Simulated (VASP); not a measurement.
# CoO (I4/mmm) in VASP: settings compared

The runs below take CoO through relaxation of cell and atoms, with PBE, PBEsol.

Program: VASP 6.6.1. These are calculated values, not measurements. Logs are shortened: lines on timing, memory, paths and dates and some standing lists are left out, and cuts for length are marked.

## 1. Starting point

Symmetry: I4/mmm, No. 139, tetragonal system. The conventional cell has a = 3.016 Å, b = 3.016 Å, c = 4.215 Å, α = 90.00°, β = 90.00°, γ = 90.00°. Co (site symmetry 4/mmm) is surrounded by 6 O at 2.11 to 2.13 Å. O (site symmetry 4/mmm) is surrounded by 6 Co at 2.11 to 2.13 Å.

## 2. Relaxation of cell and atoms, PBE, collinear spin, ferromagnetic start, target pressure 10 GPa, at which the enthalpy is minimised

Input file INCAR:

```
SYSTEM = CoO
PREC = Accurate ; ENCUT = 600
EDIFF = 1E-6 ; ISMEAR = -1
SIGMA = 0.05 ; LREAL = .FALSE.
LASPH = .TRUE. ; NELM = 100
ALGO = Normal ; ISIF = 3
LWAVE = .FALSE. ; LCHARG = .FALSE.
ISPIN = 2 ; MAGMOM = 2 0
LORBIT = 11 ; LMAXMIX = 4
GGA = PE ; IBRION = 2
NSW = 40 ; EDIFFG = -0.02
PSTRESS = 100
```

Input file KPOINTS:

```
regular mesh
0
G
  9 9 9
  0 0 0
```

Input file POSCAR:

```
CoO
1.0
   -1.5080004400      1.5080004400      2.1072503600
    1.5080004400     -1.5080004400      2.1072503600
    1.5080004400      1.5080004400     -2.1072503600
Co O
1 1
Direct
    0.0000000000      0.0000000000      0.0000000000
    0.5000000000      0.5000000000      0.0000000000
```

Potentials or basis: VASP PAW PBE potentials, release 64 (Co, O).

Run with:

```console
> cat potpaw_PBE.64/Co/POTCAR potpaw_PBE.64/O/POTCAR > POTCAR
> mpirun -np 1 vasp_std > vasp.out
```

OUTCAR:

```text
SYSTEM = CoO
   PREC = Accurate
   ENCUT = 600
   EDIFF = 1E-6
   ISMEAR = -1
   LREAL = .FALSE.
   LASPH = .TRUE.
   NELM = 100
   ISIF = 3
   ISPIN = 2
   LORBIT = 11
   GGA = PE
   IBRION = 2
   NSW = 40
   EDIFFG = -0.02
   PSTRESS = 100

 ion  position               nearest neighbor table
   1  0.000  0.000  0.000-   2 2.11   2 2.11   2 2.13   2 2.13   2 2.13   2 2.13
   2  0.500  0.500  0.000-   1 2.11   1 2.11   1 2.13   1 2.13   1 2.13   1 2.13

  LATTYP: Found a body centered tetragonal cell.
 ALAT       =     3.0160008800
 C/A-ratio  =     1.3973804676

  Lattice vectors:

 A1 = (  -1.5080004400,   1.5080004400,   2.1072503600)
 A2 = (   1.5080004400,  -1.5080004400,   2.1072503600)
 A3 = (   1.5080004400,   1.5080004400,  -2.1072503600)

Analysis of symmetry for initial positions (statically):
=====================================================================
 Subroutine PRICEL returns:
 Original cell was already a primitive cell.

 Routine SETGRP: Setting up the symmetry group for a
 body centered tetragonal supercell.

 Subroutine GETGRP returns: Found 16 space group operations
 (whereof 16 operations were pure point group operations)
 out of a pool of 16 trial point group operations.

The static configuration has the point symmetry D_4h.

Analysis of symmetry for dynamics (positions and initial velocities):
=====================================================================
 Subroutine PRICEL returns:
 Original cell was already a primitive cell.

 Routine SETGRP: Setting up the symmetry group for a
 body centered tetragonal supercell.

 Subroutine GETGRP returns: Found 16 space group operations
 (whereof 16 operations were pure point group operations)
 out of a pool of 16 trial point group operations.

The dynamic configuration has the point symmetry D_4h.

Analysis of structural, dynamic, and magnetic symmetry:
=====================================================================
 Subroutine PRICEL returns:
 Original cell was already a primitive cell.

 Routine SETGRP: Setting up the symmetry group for a
 body centered tetragonal supercell.

 Subroutine GETGRP returns: Found 16 space group operations
 (whereof 16 operations were pure point group operations)
 out of a pool of 16 trial point group operations.

The overall configuration has the point symmetry D_4h.

 Subroutine INISYM returns: Found 16 space group operations
 (whereof 16 operations are pure point group operations),
 and found     1 'primitive' translations

----------------------------------------------------------------------------------------

                                     Primitive cell

  volume of cell :      19.1681

  direct lattice vectors                    reciprocal lattice vectors
    -1.508000440  1.508000440  2.107250360     0.000000000  0.331564890  0.237276030
     1.508000440 -1.508000440  2.107250360     0.331564890  0.000000000  0.237276030
     1.508000440  1.508000440 -2.107250360     0.331564890  0.331564890  0.000000000

  length of vectors
     2.998105191  2.998105191  2.998105191     0.407719500  0.407719500  0.468903564

  position of ions in fractional coordinates (direct lattice)
     0.000000000  0.000000000  0.000000000
     0.500000000  0.500000000  0.000000000

  ion indices of the primitive-cell ions
   primitive index   ion index
                 1           1
                 2           2

----------------------------------------------------------------------------------------

 KPOINTS: regular mesh

Automatic generation of k-mesh.
 Grid dimensions read from file:
 generate k-points for:    9    9    9

 Generating k-lattice:

  Cartesian coordinates                     Fractional coordinates (reciprocal lattice)
     0.000000000  0.036840543  0.026364003     0.111111111  0.000000000  0.000000000
     0.036840543  0.000000000  0.026364003     0.000000000  0.111111111  0.000000000
     0.036840543  0.036840543  0.000000000     0.000000000  0.000000000  0.111111111

  Length of vectors
     0.045302167  0.045302167  0.052100396

  Shift w.r.t. Gamma in fractional coordinates (k-lattice)
     0.000000000  0.000000000  0.000000000

 Subroutine IBZKPT returns following result:
 ===========================================

 Found     75 irreducible k-points:

 Following reciprocal coordinates:
            Coordinates               Weight
  0.000000  0.000000  0.000000      1.000000
  0.111111  0.000000 -0.000000      8.000000
  0.222222  0.000000 -0.000000      8.000000
  0.333333  0.000000  0.000000      8.000000
  0.444444  0.000000 -0.000000      8.000000
  0.111111  0.111111 -0.000000      8.000000
[... 16 lines left out ...]
 -0.333333  0.333333  0.000000      4.000000
  0.444444  0.444444 -0.000000      8.000000
 [... further k-points ...]
   k-points           NKPTS =     75   k-points in BZ     NKDIM =     75   number of bands    NBANDS=     12
   number of dos      NEDOS =    301   number of ions     NIONS =      2
   total plane-waves  NPLWV =  13824
   dimension x,y,z NGX =    24 NGY =   24 NGZ =   24
   dimension x,y,z NGXF=    48 NGYF=   48 NGZF=   48
   ions per type =               1   1
   NGX,Y,Z   is equivalent  to a cutoff of  13.31, 13.31, 13.31 a.u.
   NGXF,Y,Z  is equivalent  to a cutoff of  26.62, 26.62, 26.62 a.u.
 SYSTEM =  CoO
   PREC   = accura    normal or accurate (medium, high low for compatibility)
   ISTART =      0    job   : 0-new  1-cont  2-samecut
   ICHARG =      2    charge: 1-file 2-atom 10-const
   ISPIN  =      2    spin polarized calculation?
   LNONCOLLINEAR =      F non collinear calculations
   LSORBIT =      F    spin-orbit coupling
   LASPH  =      T    aspherical Exc in radial PAW
   ENCUT  =  600.0 eV  44.10 Ry    6.64 a.u.   5.99  5.99  5.99*2*pi/ulx,y,z
   NELM   =    100;   NELMIN=  2; NELMDL= -5     # of ELM steps
   EDIFF  = 0.1E-05   stopping-criterion for ELM
   LREAL  =      F    real-space projection
   EDIFFG = -.2E-01   stopping-criterion for IOM
   NSW    =     40    number of steps for IOM
   IBRION =      2    ionic relax: 0-MD 1-quasi-New 2-CG
   NFREE  =      1    steps in history (QN), initial steepest desc. (CG)
   ISIF   =      3    stress and relaxation
   ISYM   =      2    0-nonsym 1-usesym 2-fastsym
   POTIM  = 0.5000    time-step for ionic-motion
   TEBEG  =    0.0;   TEEND  =   0.0 temperature during run
   PSTRESS=  100.0 pullay stress
   NELECT =      15.0000    total number of electrons
   NUPDOWN=      -1.0000    fix difference up-down
   EMIN   =  10.00;   EMAX   =-10.00  energy-range for DOS
   EFERMI =   0.00;   METHOD = LEGACY
   ISMEAR =    -1;   SIGMA  =   0.05  broadening in eV -4-tet -1-fermi 0-gaus
   EFERMI_NEDOS =   21; number of points for ismear=-14 and -15
   IALGO  =     38    algorithm
   IMIX   =      4    mixing-type and parameters
     AMIX     =   0.40;   BMIX     =  1.00
     AMIX_MAG =   1.60;   BMIX_MAG =  1.00
  volume/ion in A,a.u.               =       9.58        64.68
  Fermi-wavevector in a.u.,A,eV,Ry     =   1.508617  2.850872 30.965828  2.275924
  Thomas-Fermi vector in A             =   2.619047
   LORBIT       =     11    0 simple, 1 ext, 2 COOP (PROOUT), +10 PAW based schemes
   GGA     = PE    functional components
   LHFCALC =     F    Hartree Fock is set to
   AEXX    =    0.0000 exact exchange contribution
   IVDW    =     0    specifies the selected vdW correction
   LEPSILON=     F    determine dielectric tensor
   LRPA    =     F    only Hartree local field effects (RPA)
 conjugate gradient relaxation of ions
 spin polarized calculation
  energy-cutoff  :      600.00
  volume of cell :       19.17
 maximum number of plane-waves:       648
   NGX = 11   NGY = 11   NGZ = 11

--------------------------------------- Ionic step        1  -------------------------------------------

 number of electron      15.0000006 magnetization       2.8423745

 Free energy of the ion-electron system (eV)
  ---------------------------------------------------
  ext. energy  EPLUGINS =         0.00000000
  ---------------------------------------------------
  free energy    TOTEN  =       -13.06653378 eV

  energy without entropy =      -13.03124537  energy(sigma->0) =      -13.04888958

------------------------ aborting loop because EDIFF is reached ----------------------------------------

  FORCE on cell =-STRESS in cart. coord.  units (eV):
  Direction    XX          YY          ZZ          XY          YZ          ZX
  --------------------------------------------------------------------------------------
  -------------------------------------------------------------------------------------
  Total       -0.1352454     -0.1352454     -0.1230383      0.0000000      0.0000000      0.0000000
  in kB      -11.3045719    -11.3045719    -10.2842351      0.0000000      0.0000000      0.0000000
  external PRESSURE =    -110.9644597 kB  Pullay stress =     100.0000000 kB
[... 175 lines left out ...]
  enthalpy is  TOTEN    =       -11.9116150688 eV   P V=        1.1280917706

--------------------------------------- Ionic step        6  -------------------------------------------

 number of electron      14.9999998 magnetization       2.7138354

 Free energy of the ion-electron system (eV)
  ---------------------------------------------------
  ext. energy  EPLUGINS =         0.00000000
  ---------------------------------------------------
  free energy    TOTEN  =       -13.03933262 eV

  energy without entropy =      -13.00710712  energy(sigma->0) =      -13.02321987

 E-fermi :   8.8837     XC(G=0): -12.8002

 val. band max:        8.8759718195   @ k =   0.3333   0.1111   0.0000
 cond. band min:       8.8852066549   @ k =   0.4444   0.3333   0.0000
 fundamental gap:      0.0092348353
 Fermi energy:         8.8836923947

 spin component 1

 k-point     1 :       0.0000    0.0000    0.0000
  band No.  band energies     occupation
      1     -11.9531      1.00000
      2       5.4590      1.00000
      3       5.4598      1.00000
      4       5.4598      1.00000
      5       5.6599      1.00000
      6       5.6601      1.00000
      7       5.8035      1.00000
      8       5.8035      1.00000
      9       5.8071      1.00000
     10      10.2642      0.00000
     11      25.9514      0.00000
     12      27.5795      0.00000
[... 331 lines left out ...]
 k-point    24 :       0.4444    0.4444   -0.0000
  band No.  band energies     occupation
      1     -10.5253      1.00000
      2       1.6023      1.00000
      3       3.4058      1.00000
      4       3.8045      1.00000
      5       5.3023      1.00000
      6       6.5526      1.00000
      7       6.7935      1.00000
      8       6.9339      1.00000
      9       6.9907      1.00000
     10      15.6250      0.00000
     11      19.1114      0.00000
     12      20.4583      0.00000

 [... further k-points ...]

 spin component 2

 k-point     1 :       0.0000    0.0000    0.0000
  band No.  band energies     occupation
      1     -11.5176      1.00000
      2       5.9475      1.00000
      3       5.9486      1.00000
      4       5.9486      1.00000
      5       7.6297      1.00000
      6       7.6298      1.00000
      7       7.6309      1.00000
      8       8.8381      0.71326
      9       8.8391      0.70947
     10      10.7658      0.00000
     11      25.8750      0.00000
     12      28.0645      0.00000
[... 331 lines left out ...]
 k-point    24 :       0.4444    0.4444   -0.0000
  band No.  band energies     occupation
      1     -10.0145      1.00000
      2       1.9844      1.00000
      3       4.0038      1.00000
      4       4.4832      1.00000
      5       6.8095      1.00000
      6       8.9778      0.13219
      7       9.0177      0.06416
      8       9.6481      0.00000
      9      10.0098      0.00000
     10      16.4277      0.00000
     11      19.5273      0.00000
     12      21.0743      0.00000

 [... further k-points ...]

------------------------ aborting loop because EDIFF is reached ----------------------------------------

  FORCE on cell =-STRESS in cart. coord.  units (eV):
  Direction    XX          YY          ZZ          XY          YZ          ZX
  --------------------------------------------------------------------------------------
  -------------------------------------------------------------------------------------
  Total        1.1220489      1.1220489      1.1215436      0.0000000      0.0000000      0.0000000
  in kB       99.5248845     99.5248845     99.4800666      0.0000000      0.0000000      0.0000000
  external PRESSURE =      -0.4900548 kB  Pullay stress =     100.0000000 kB
[... 17 lines left out ...]
  FREE ENERGIE OF THE ION-ELECTRON SYSTEM (eV)
  ---------------------------------------------------
  free  energy   TOTEN  =       -13.0393326156 eV

  energy  without entropy=      -13.0071071169  energy(sigma->0) =      -13.02321987

  enthalpy is  TOTEN    =       -11.9119272622 eV   P V=        1.1274053534

 reached required accuracy - stopping structural energy minimisation

 total charge

# of ion       s       p       d       tot
------------------------------------------
    1        0.312   0.402   7.207   7.922
    2        1.554   3.454   0.000   5.008
--------------------------------------------------
tot          1.866   3.856   7.207  12.929

 magnetization (x)

# of ion       s       p       d       tot
------------------------------------------
    1        0.021   0.019   2.375   2.416
    2        0.030   0.224   0.000   0.254
--------------------------------------------------
tot          0.052   0.243   2.375   2.670
```

Wall time 2.6 min (1 thread of AMD EPYC 7R13 (Zen 3), shared host); peak memory 0.15 GiB.

Results:

```
Free energy                                            : -13.0393 eV
Relaxed volume                                         : 9.03 Å³/atom
Relaxed cell                                           : a = 2.945 Å, b = 2.945 Å, c = 2.945 Å, α = 119.99°, β = 119.99°, γ = 90.02°
Space group after relaxing (to 0.05 Å)                 : Fm-3m (No. 225)
Energy change on relaxing (the enthalpy is what falls) : +13.6 meV/atom
Ionic steps                                            : 6
Pressure after relaxing                                : 10.0 GPa
Band gap on the k mesh                                 : none (metal or under the smearing width)
Net moment                                             : 2.71 μB per cell
Site moments                                           : Co +2.42; O +0.25 μB
Valence electrons inside the program's atomic spheres  : Co 7.92; O 5.01
```

Step by step:
| step | energy change (eV) | largest force (eV/Å) | pressure (GPa) | volume (Å³) |
| --- | --- | --- | --- | --- |
| 1 | 0.0000 | 0.0000 | -1.10 | 19.17 |
| 2 | 0.0873 | 0.0000 | 17.63 | 17.39 |
| 3 | 0.0282 | 0.0000 | 10.07 | 18.06 |
| 4 | 0.0268 | 0.0000 | 9.86 | 18.08 |
| 5 | 0.0268 | 0.0000 | 9.84 | 18.07 |
| 6 | 0.0272 | 0.0000 | 9.95 | 18.06 |

Final structure:
```
Co O
1.0
    -1.47271    1.47271    2.08208
     1.47271   -1.47271    2.08208
     1.47271    1.47271   -2.08208
Co O
1 1
Direct
  0.00000 0.00000 0.00000
  0.50000 0.50000 0.00000
```

Caveat: the cell is relaxed towards a set pressure, so the enthalpy falls and the energy may rise; a cell with one magnetic atom can't hold antiferromagnetic order, which such compounds often take; semilocal functionals often make such compounds metallic where correlation or magnetic order opens a gap, which also shifts bond lengths. With open d or f shells a metallic result of PBE can be an artefact of self-interaction; +U or a hybrid may open a gap.

## 3. Relaxation of cell and atoms, PBE, collinear spin, ferromagnetic start, target pressure 20 GPa, at which the enthalpy is minimised

INCAR, as its differences from that of step 2:

```diff
@@ -11,2 +11,2 @@
 NSW = 40 ; EDIFFG = -0.02
-PSTRESS = 100
+PSTRESS = 200
```

KPOINTS is that of step 2.

POSCAR is that of step 2.

Potentials or basis: VASP PAW PBE potentials, release 64 (Co, O).

Run with:

```console
> cat potpaw_PBE.64/Co/POTCAR potpaw_PBE.64/O/POTCAR > POTCAR
> mpirun -np 1 vasp_std > vasp.out
```

It took 3.4 min on 1 thread of AMD EPYC 7R13 (Zen 3), shared host; peak memory 0.16 GiB.

Results (log left out):

| Property | Result |
| --- | --- |
| Free energy | -12.9370 eV |
| Relaxed volume | 8.50 Å³/atom |
| Relaxed cell | a = 2.887 Å, b = 2.887 Å, c = 2.887 Å, α = 120.00°, β = 120.00°, γ = 90.01° |
| Space group after relaxing (to 0.05 Å) | Fm-3m (No. 225) |
| Energy change on relaxing (the enthalpy is what falls) | +64.8 meV/atom |
| Ionic steps | 9 |
| Pressure after relaxing | 19.6 GPa |
| Band gap on the k mesh | none (metal or under the smearing width) |
| Net moment | 2.14 μB per cell |
| Site moments | Co +1.97; O +0.14 μB |
| Valence electrons inside the program's atomic spheres | Co 8.08; O 5.02 |

Step by step:
| step | energy change (eV) | largest force (eV/Å) | pressure (GPa) | volume (Å³) |
| --- | --- | --- | --- | --- |
| 1 | 0.0000 | 0.0000 | -1.10 | 19.17 |
| 2 | 0.3350 | 0.0000 | 39.66 | 15.88 |
| 3 | 0.1164 | 0.0000 | 18.52 | 17.13 |
| 4 | 0.1278 | 0.0000 | 19.40 | 17.03 |
| 5 | 0.1357 | 0.0000 | 20.32 | 16.97 |
| 6 | 0.1358 | 0.0000 | 20.31 | 16.96 |
| 7 | 0.1371 | 0.0000 | 20.49 | 16.95 |
| 8 | 0.1365 | 0.0000 | 20.38 | 16.95 |
| 9 | 0.1296 | 0.0000 | 19.64 | 17.01 |

Final structure:
```cif
data_structure
_symmetry_space_group_name_H-M 'P 1'
_symmetry_Int_Tables_number 1
_cell_length_a 2.8865
_cell_length_b 2.8865
_cell_length_c 2.8865
_cell_angle_alpha 119.995
_cell_angle_beta 119.995
_cell_angle_gamma 90.008
_cell_volume 17.01
loop_
_atom_site_label
_atom_site_type_symbol
_atom_site_fract_x
_atom_site_fract_y
_atom_site_fract_z
_atom_site_occupancy
Co1 Co 0.00000 0.00000 0.00000 1
O1 O 0.50000 0.50000 0.00000 1
```

Levels at points of the mesh, in eV from the Fermi level:
Spin up:
| k point | band 5 | band 6 | band 7 | band 8 | band 9 | band 10 | band 11 | band 12 |
| --- | --- | --- | --- | --- | --- | --- | --- | --- |
| (0.00, 0.00, 0.00) | -2.96 | -2.96 | -2.86 | -2.86 | -2.86 | 1.78 | 17.26 | 19.29 |
Spin down:
```csv
k point,band 2,band 3,band 4,band 5,band 6,band 7,band 8,band 9,band 10,band 11
"(0.00, 0.00, 0.00)",-3.49,-3.49,-3.49,-1.45,-1.45,-1.45,-0.22,-0.22,2.15,17.20
```

Caveat: the cell is relaxed towards a set pressure, so the enthalpy falls and the energy may rise; a cell with one magnetic atom can't hold antiferromagnetic order, which such compounds often take; semilocal functionals often make such compounds metallic where correlation or magnetic order opens a gap, which also shifts bond lengths. With open d or f shells a metallic result of PBE can be an artefact of self-interaction; +U or a hybrid may open a gap.

(Part 1 of 2 ends here.)
